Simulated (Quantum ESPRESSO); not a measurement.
**BaZrO3 in Quantum ESPRESSO: the effect of functional**

BaZrO3:

```
Ba Zr O
1.0
     4.19134    0.00000    0.00000
     0.00000    4.19134    0.00000
     0.00000    0.00000    4.19134
Ba Zr O
1 1 3
Direct
  0.00000 0.00000 0.00000
  0.50000 0.50000 0.50000
  0.50000 0.50000 0.00000
  0.50000 0.00000 0.50000
  0.00000 0.50000 0.50000
```

Alike in all runs:

| Property | Result |
| --- | --- |
| Program | Quantum ESPRESSO 7.5 |
| Task | phonons |
| Cutoff | 612 eV |
| Density cutoff | 4898 eV |
| k mesh | 2 × 2 × 2, shifted |
| Occupations | fermi-dirac, width 0.05 eV |
| Spin | no spin polarisation |

Each run relaxes the cell or the atoms first.

```tsv
functional	potentials or basis	relaxed volume (Å³/atom)	dielectric constant (mean)	highest phonon frequency (cm⁻¹)
LDA	GBRV 1.5 LDA	14.28	4.79	539
PBE	GBRV 1.5 PBE	15.10	4.65	485
PBEsol	GBRV 1.5 PBEsol	14.61	4.77	515
AM05	GBRV 1.5 PBE	14.72	4.75	502
RPBE	GBRV 1.5 PBE	15.42	4.55	463
PW91	GBRV 1.5 PBE	15.06	4.64	489
vdW-DF-cx	GBRV 1.5 PBE	?	?	?
```

What does the run with functional vdW-DF-cx give?

Relaxed volume 14.71 Å³/atom; dielectric constant 4.71 mean; highest phonon frequency 518 cm⁻¹.

Caveats: all runs use coarse meshes; the potentials were made for another functional, which shifts forces and pressure (some runs).
